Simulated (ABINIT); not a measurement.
Runs of ABINIT 10.8.3 (patched build) on BaTiO3. The structure is tetragonal, space group P4mm (No. 99). The conventional cell has a = 4.000 Å, b = 4.000 Å, c = 4.018 Å, α = 90.00°, β = 90.00°, γ = 90.00°. Ba (site symmetry 4mm) has 12 O at 2.79 to 2.88 Å as nearest neighbours. Ti (site symmetry 4mm) is surrounded by 6 O at 1.89 to 2.13 Å. O (site symmetry 2mm) is surrounded by 2 Ti at 2.00 Å. Around O (site symmetry 4mm) lie 2 Ti at 1.89 to 2.13 Å. 

```csv
level,potentials or basis,k mesh,mesh quality,gap on the mesh (eV),pressure (GPa),largest force (eV/Å)
LDA,JTH PAW LDA v2.0,6 × 6 × 6,not flagged,1.70,(a),(d)
PBEsol,JTH PAW PBE v2.0,6 × 6 × 6,not flagged,1.74,-2.5,0.32
LDA,JTH PAW LDA v2.0,3 × 3 × 3,coarse,1.94,-7.2,0.60
PBE,JTH PAW PBE v2.0,3 × 3 × 3,coarse,2.03,3.8,0.51
PBE,JTH PAW PBE v2.0,6 × 6 × 6,not flagged,(b),(c),0.29
```

Alike in all rows: task single point; no spin polarisation; cell as given; cutoff (eV) 626; smearing fermi-dirac 0.05 eV.

Q: Estimate the missing entries.

A: (a) -7.4; (b) 1.79; (c) 3.6; (d) 0.43.

Caveats: some runs use coarse meshes; this set's barium file shifts pressures by 1.5 GPa and gaps by 0.1 eV against other sets; spin-orbit coupling is left out, which moves the levels of the heavy elements; the atomic spheres overlap; an odd mesh through Γ misses points on the zone boundary, where band edges often lie (some runs); the PAW data sets were made with another functional, which shifts forces and pressure a little (some runs).

A k mesh can miss the band edges, and the runs leave out spin-orbit coupling on Ba.
